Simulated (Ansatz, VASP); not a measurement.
Pt: VASP beside Ansatz

INCAR

```
SYSTEM = Pt
PREC = Accurate ; ENCUT = 520
EDIFF = 1E-7 ; ISMEAR = 0
SIGMA = 0.15 ; LREAL = .FALSE.
LASPH = .TRUE. ; NELM = 100
ALGO = Fast ; ISIF = 2
LWAVE = .FALSE. ; LCHARG = .TRUE.
GGA = PS ; LELF = .TRUE.
LVHAR = .TRUE. ; NBANDS = 11
```

The input KPOINTS:

```
Automatic mesh
0
G
  22 22 22
  0 0 0
```

File POSCAR:

```
Pt
1.0
   -1.5842200000      1.5842200000      1.5366934000
    1.5842200000     -1.5842200000      1.5366934000
    1.5842200000      1.5842200000     -1.5366934000
Pt
1
Direct
    0.0000000000      0.0000000000      0.0000000000
```

Input for Ansatz:

```yaml
crystal:
  lattice:
    - [-1.58422, 1.58422, 1.5366934]
    - [1.58422, -1.58422, 1.5366934]
    - [1.58422, 1.58422, -1.5366934]
  atoms:
    - { symbol: Pt, position: [0.0, 0.0, 0.0] }
basis:
  ecutwfc: 420
kpoints:
  mp_grid: { grid: [22, 22, 22] }
hamiltonian:
  xc: pbesol
scf:
  occupations: { method: gaussian, width: 0.15 }
output:
  forces: true
  stress: true
  eigenvalues: true
```

Change from the starting cell: strain +0.000 along x and y, -0.030 along z, atoms carried along.

Alike in both runs: task single point; functional PBEsol; k mesh 22 × 22 × 22; occupations gaussian, width 0.15 eV; no spin polarisation.

|  | VASP | Ansatz |
| --- | --- | --- |
| version | VASP 6.6.1 | Ansatz 0.2.0 |
| potentials or method | VASP PAW PBE potentials, release 64 (Pt) | scalar-relativistic, plane waves, PAW |
| plane-wave cutoff (eV) | 520 | 420 |
| valence electrons in the cell | 10 | 18 |

VASP gave:

| Property | Result |
| --- | --- |
| gap on the k mesh at the Fermi level (eV) | none |
| pressure (GPa) | -4.2 |
| largest component of the traceless stress (GPa) | 2.26 |

Question: Which values does Ansatz return?

Answer: gap on the k mesh at the Fermi level (eV): none; pressure (GPa): -3.8; largest component of the traceless stress (GPa): 2.26.

A gap of «none» marks a metal or a gap that the smearing closes. The functional is the same, so the differences come from potentials, cutoffs and numerics. The two sets of potentials don't hold the same shells in valence.

Caveats: the PAW data sets were made with another functional, which shifts forces and pressure a little (VASP). The runs have no spin-orbit coupling, so splittings on Pt are missing.
